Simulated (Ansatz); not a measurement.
A 2-atom cell of CdSe (F-43m) from a materials database was relaxed with 5 functionals in Ansatz 0.2.0, cell and atoms free, the symmetry of the start kept (meshes: PBE 6×6×6, r2SCAN 6×6×6, PBEsol 6×6×6, LDA 6×6×6, HSE06 4×4×4). No spin polarisation and no zero-point or thermal motion.

The r2SCAN result:
Space group F-43m (No. 216). a = 6.136 Å, b = 6.136 Å, c = 6.136 Å, α = 90.00°, β = 90.00°, γ = 90.00°
```
atom  site  symmetry       x       y       z
  Cd    4a      -43m  0.0000  0.0000  0.0000
  Se    4c      -43m  0.2500  0.2500  0.2500
```

The symmetry is F-43m (No. 216, cubic); a = 6.136 Å in the conventional setting, 28.87 Å³ an atom. Around Cd lie 4 Se at 2.66 Å; around Se lie 4 Cd at 2.66 Å.

**Question.** How does the cell change with LDA?

**Answer.** a = 6.009 Å; the volume differs by -6.1 % from r2SCAN's. Cd has 4 Se at 2.60 Å; Se has 4 Cd at 2.60 Å.

**Question.** How does the cell change with PBE?

**Answer.** a = 6.197 Å; the volume differs by +3.0 % from r2SCAN's. Around Cd lie 4 Se at 2.68 Å; around Se lie 4 Cd at 2.68 Å.

**Question.** Held at the r2SCAN cell, what mean stress do LDA and PBE find, and does its sign point to their own minimum?

**Answer.** Yes. LDA -3.16 GPa, and its relaxed volume is -6.1 % from r2SCAN's; PBE +1.41 GPa, and its relaxed volume is +3.0 % from r2SCAN's. Compression counts positive, so a positive stress asks for a larger cell.
